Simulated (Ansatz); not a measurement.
# C: the cost of one run

Computed with Ansatz 0.2.0 (DFT r2SCAN, scalar-relativistic, plane waves, PAW, unless a step's input says otherwise).

### Step 1. The system as given

The structure is monoclinic, space group C2/m (No. 12). The conventional cell has a = 4.255 Å, b = 2.457 Å, c = 3.765 Å, α = 90.00°, β = 111.49°, γ = 90.00°. Around C (site symmetry m) lie 3 C at 1.42 Å.

Cell or atoms stand a little off a more symmetric structure (R-3m at a tolerance of 0.3 Å), so results at this geometry aren't those of that ideal crystal.

Structure file:

```xyz
2
Lattice="2.1273 -1.2283 0.0000 2.1273 1.2283 0.0000 -1.3791 0.0000 3.5028" Properties=species:S:1:pos:R:3 pbc="T T T"
C     3.5455    0.0000    0.0003
C    -0.6699    0.0000    3.5025
```

This is candidate A: structure listed in a database for this formula (C2/m, No. 12).

(A quick probe on a coarse mesh, which set the mesh and smearing, is not shown.)

### Step 3. Full relaxation (candidate A)

input.yaml reads:

```yaml
crystal:
  lattice:
    - [2.1273203072, -1.22828244, 0.0]
    - [2.1273203072, 1.22828244, 0.0]
    - [-1.3790696309, 0.0, 3.5028300786]
  atoms:
    - { symbol: C, position: [0.83335553, 0.83335553, 9.304e-05] }
    - { symbol: C, position: [0.16664447, 0.16664447, 0.99990696] }
basis:
  ecutwfc: 500
kpoints:
  mp_grid: { grid: [14, 14, 8] }
hamiltonian:
  xc: r2scan
scf:
  occupations: { method: gaussian, width: 0.02 }
output:
  forces: true
  stress: true
  eigenvalues: true
relax:
  adjacent_minimum: "off"
  f_tol: 0.01
  max_steps: 80
  cell: { stress_tol: 0.05 }
```

**Question.** How long does this run take on 1 thread of an x86-64 CPU, shared host, and how much memory does it need?

About 35 s, with a peak of 0.49 GiB.
